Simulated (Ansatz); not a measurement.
# TaN: single point with PBE

TaN:

```xyz
2
Lattice="0.0000 2.2113 2.2113 2.2113 0.0000 2.2113 2.2113 2.2113 0.0000" Properties=species:S:1:pos:R:3 pbc="T T T"
Ta    2.2113    2.2113    2.2113
N     0.0000    0.0000    0.0000
```

The cell comes from a database or a generator and needn't be the stable form of this composition.

| Item | Value |
| --- | --- |
| Program | Ansatz 0.2.0 |
| Task | single point |
| Functional | PBE |
| Potentials or basis | all-electron LAPW, scalar-relativistic |
| Cutoff | 355 eV (chosen from the basis error) |
| Basis error allowed | 0.001 eV/atom |
| k mesh | 10 × 10 × 10 |
| Occupations | gaussian, width 0.029 eV |
| Spin | no spin polarisation |

```json
{"Pressure": "-1.2 GPa", "Band gap on the k mesh": "none (metal or under the smearing width)"}
```

Levels at points of the mesh, in eV from the Fermi level:
```csv
k point,band 22,band 23,band 24,band 25,band 26,band 27,band 28,band 29
"(0.00, 0.00, 0.00)",-3.81,-3.81,-3.81,-2.11,-2.11,-2.11,0.02,0.02
"(0.00, 0.00, -0.50)",-10.28,-7.50,-7.50,1.80,1.80,1.89,3.68,7.31
"(0.00, -0.50, -0.50)",-6.65,-5.40,-4.63,-4.63,2.02,3.40,3.40,4.31
```

It took 13 s on 1 thread of Arm Neoverse V1, on a shared host, peak memory 0.33 GiB.

The run has no spin-orbit coupling, so splittings on Ta are missing.
